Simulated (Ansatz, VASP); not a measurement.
Two plane-wave programs on BiTe

```
Bi Te
1.0
     2.49099    1.43817    3.13792
    -2.49099    1.43817    3.13792
     0.00000   -2.87635    3.13792
Bi Te
1 1
Direct
  0.50000 0.50000 0.50000
  0.00000 0.00000 0.00000
```

Alike in both runs: task single point; functional PBEsol; k mesh 15 × 15 × 15; occupations gaussian, width 0.15 eV; no spin polarisation.

|  | VASP | Ansatz |
| --- | --- | --- |
| version | VASP 6.6.1 | Ansatz 0.2.0 |
| potentials or method | VASP PAW PBE potentials, release 64 (Bi_d, Te) | scalar-relativistic, plane waves, PAW |
| plane-wave cutoff (eV) | 520 | 420 |
| valence electrons in the cell | 21 | 31 |

|  | VASP | Ansatz | Ansatz less VASP |
| --- | --- | --- | --- |
| gap on the k mesh at the Fermi level (eV) | none | none | - |
| pressure (GPa) | -3.4 | -3.4 | +0.02 |
| largest component of the traceless stress (GPa) | 1.55 | 1.55 | +0.004 |

A gap of «none» marks a metal or a gap that the smearing closes. The two sets of potentials don't hold the same shells in valence.

Caveats: the PAW data sets were made with another functional, which shifts forces and pressure a little (VASP); spin-orbit coupling is left out, which moves the levels of the heavy elements.
